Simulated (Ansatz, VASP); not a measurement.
Two plane-wave programs on Ir

```
CELL_PARAMETERS angstrom
2.70907 0.00000 0.00000
1.35453 2.34612 0.00000
1.35453 0.78204 2.21194
ATOMIC_POSITIONS crystal
Ir 0.00000 0.00000 0.00000
```

Alike in both runs: task relaxation of cell and atoms; functional PBE; k mesh 19 × 19 × 19; no spin polarisation.

|  | VASP | Ansatz |
| --- | --- | --- |
| version | VASP 6.6.1 | Ansatz 0.2.0 |
| potentials or method | VASP PAW PBE potentials, release 64 (Ir) | plane waves, PAW |
| plane-wave cutoff (eV) | 600 | 476 |
| occupations | methfessel-paxton of order 1, width 0.15 eV | cold, width 0.15 eV |
| valence electrons in the cell | 9 | 17 |

Ansatz gave:

| Quantity | Value |
| --- | --- |
| relaxed volume (Å³/atom) | 14.50 |
| relaxed cell length with the largest relative difference (Å) | 2.737 |
| energy change over the relaxation (meV/atom) | -16 |

**Question.** Which values does VASP return?

**Answer.** Relaxed volume (Å³/atom): 14.53; relaxed cell length with the largest relative difference (Å): 2.739; energy change over the relaxation (meV/atom): -18.

The two sets of potentials don't hold the same shells in valence.

Spin-orbit coupling is left out, which matters for the levels of Ir. Zero-point motion and thermal expansion aren't in these numbers. PBE usually gives volumes a little too large and moduli too small.
